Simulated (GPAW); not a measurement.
Input of a GPAW 26.7.0 run:

The input run.py:

```python
import numpy as np
from ase import Atoms
from ase.dft.bandgap import bandgap
from ase.io import write
from gpaw import GPAW, PW
from gpaw.response.df import DielectricFunction

atoms = Atoms(['Pb', 'Se'],
              cell=[[0.0, 3.1009263293, 3.1009263293],
                    [3.1009263293, 0.0, 3.1009263293],
                    [3.1009263293, 3.1009263293, 0.0]],
              scaled_positions=[[0.0, 0.0, 0.0],
                                [0.5, 0.5, 0.5]],
              pbc=True)

calc = GPAW(mode=PW(500),
            xc='GLLBSC',
            kpts={'size': (6, 6, 6), 'gamma': True},
            occupations={'name': 'fermi-dirac', 'width': 0.001},
            nbands=19,
            convergence={'density': 1e-06},
            maxiter=150,
            txt='gpaw.txt')
atoms.calc = calc
energy = atoms.get_potential_energy()
calc.write('gs.gpw')
write('result.traj', atoms)
print('Fermi level:', round(calc.get_fermi_level(), 4), 'eV')
print(f'Gap: {bandgap(calc)[0]:.4f} eV, direct: {bandgap(calc, direct=True)[0]:.4f} eV')

dense = calc.fixed_density(kpts={'size': (12, 12, 12), 'gamma': True},
                           nbands=36, convergence={'bands': 30},
                           update_fermi_level=True, txt='dense.txt')
dense.write('dense.gpw', mode='all')

df = DielectricFunction('dense.gpw', frequencies=np.array([0.0]), hilbert=False, eta=0.001,
                        ecut=80, nbands=30, txt='df.txt')
for q_c in [[0.0833333333, 0.0, 0.0], [0.1666666667, 0.0, 0.0], [0.25, 0.0, 0.0], [0.3333333333, 0.0, 0.0], [0.5, 0.0, 0.0], [0.75, 0.0, 0.0], [0.9166666667, 0.0, 0.0], [0.0833333333, 0.0833333333, 0.0], [0.1666666667, 0.1666666667, 0.0], [0.25, 0.25, 0.0], [0.3333333333, 0.3333333333, 0.0], [0.5, 0.5, 0.0], [0.75, 0.75, 0.0], [0.9166666667, 0.9166666667, 0.0]]:
    e0, e = df.get_dielectric_function(xc='RPA', q_c=q_c, filename=None)
    q = np.linalg.norm(2 * np.pi * np.array(q_c) @ atoms.cell.reciprocal())
    print(q_c, f'|q| = {q:.4f} 1/A: eps {e0[0].real:.4f} without, {e[0].real:.4f} with local fields')
```

Potentials or basis: the program's PAW data sets (release 1.2.1) made for this functional, pw.

The run is started by

```bash
$ OMP_NUM_THREADS=1 python run.py
```

Question: What does it give for the band gap on the k mesh, Kohn-Sham part alone?

Answer: 0.73 eV, direct.

Caveat: a model potential gives levels but no total energy; response on these states lacks terms of the Hamiltonian; spin-orbit coupling is left out, which as a rule narrows the gap of such compounds by several tenths of an eV. A k mesh can miss the band edges.
